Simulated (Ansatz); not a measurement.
# From three elastic constants to directional properties of C

Theory: Ansatz, DFT PBE, scalar-relativistic, plane waves, PAW. Settings: 420 eV plane-wave cutoff, Γ-centred 12×12×12 mesh, fixed occupations. No spin polarisation.

Equilibrium structure at this level:
```cif
data_structure
_symmetry_space_group_name_H-M 'Fd-3m:1'
_symmetry_Int_Tables_number 227
_cell_length_a 3.5716
_cell_length_b 3.5716
_cell_length_c 3.5716
_cell_angle_alpha 90.000
_cell_angle_beta 90.000
_cell_angle_gamma 90.000
_cell_volume 45.56
loop_
_atom_site_label
_atom_site_type_symbol
_atom_site_symmetry_multiplicity
_atom_site_Wyckoff_symbol
_atom_site_fract_x
_atom_site_fract_y
_atom_site_fract_z
_atom_site_occupancy
C1 C 8 b 0.00000 0.00000 0.50000 1
```

With ions relaxed, on the cubic axes: C11 = 1052.1, C12 = 124.7, C44 = 558.2 GPa. The density is 3.502 g/cm³.

Q: Is the crystal stable against strain, and how anisotropic is it?

A: Born's conditions hold: C11 + 2C12 = 1301.5, C11 − C12 = 927.4 and C44 = 558.2 GPa are all positive. B = (C11 + 2C12)/3 = 433.8 GPa. The two shear moduli are C44 and C′ = (C11 − C12)/2 = 463.7 GPa, so Zener's ratio is A = C44/C′ = 1.20: the tetragonal shear C′ is the soft one, as in many fcc and bcc metals and zincblende crystals. The Cauchy pressure C12 − C44 is -433.6 GPa; it would vanish for pair forces between atoms on inversion centres at zero pressure, and a negative value is usual with directional bonding, though many-body forces give one in some ionic oxides too.

Q: Give the sound speeds along the three symmetry directions.

A: The Christoffel equation gives ρv² for each branch:
```tsv
direction	branch	ρv²	GPa	v (m/s)
[100]	L	C11	1052.1	17333
[100]	T (×2)	C44	558.2	12625
[110]	L	(C11 + C12 + 2C44)/2	1146.6	18094
[110]	T, u ∥ [001]	C44	558.2	12625
[110]	T, u ∥ [1-10]	(C11 − C12)/2	463.7	11507
[111]	L	(C11 + 2C12 + 4C44)/3	1178.1	18341
[111]	T (×2)	(C11 − C12 + C44)/3	495.2	11891
```

Q: How does Young's modulus depend on direction?

A: Inverting gives S11 = 0.975, S12 = -0.103, S44 = 1.791 TPa⁻¹. Along a unit vector (l, m, n), 1/E = S11 − 2(S11 − S12 − S44/2)(l²m² + m²n² + n²l²), where the last bracket is 0, 1/4 and 1/3 for [100], [110] and [111]: E = 1026, 1132 and 1172 GPa. With A > 1 the body diagonal is stiffest. For a film on (001), the biaxial modulus is C11 + C12 − 2C12²/C11 = 1147 GPa and the normal strain is −2C12/C11 = -0.24 times the in-plane one.

Cost: 2 runs of about 1.3 core-minutes in all, on Arm Neoverse V2 (shared hosts).

Diamond resists shear even more strongly than uniform compression: both shear moduli, 558.2 and 463.7 GPa, exceed the bulk modulus of 433.8 GPa. This reflects its short, strong sp³ bonds, whose directional character makes changes in bond angle costly as well as changes in length. The same angular stiffness keeps C12 small, so stretching the crystal causes little lateral contraction.

The directional trend follows from the tetrahedral network. Tension along [111] acts directly on the bonds parallel to that axis, whereas along [100] every bond is inclined to the load and more of the strain can be taken up by bending. Young's modulus and the longitudinal sound speed therefore both rise from [100] through [110] to [111]. The anisotropy remains modest because bending is itself stiff in carbon; in silicon and germanium, where it is weaker relative to stretching, the anisotropy is larger. These small-strain constants establish elastic stability, but not fracture strength or thermodynamic stability relative to graphite.
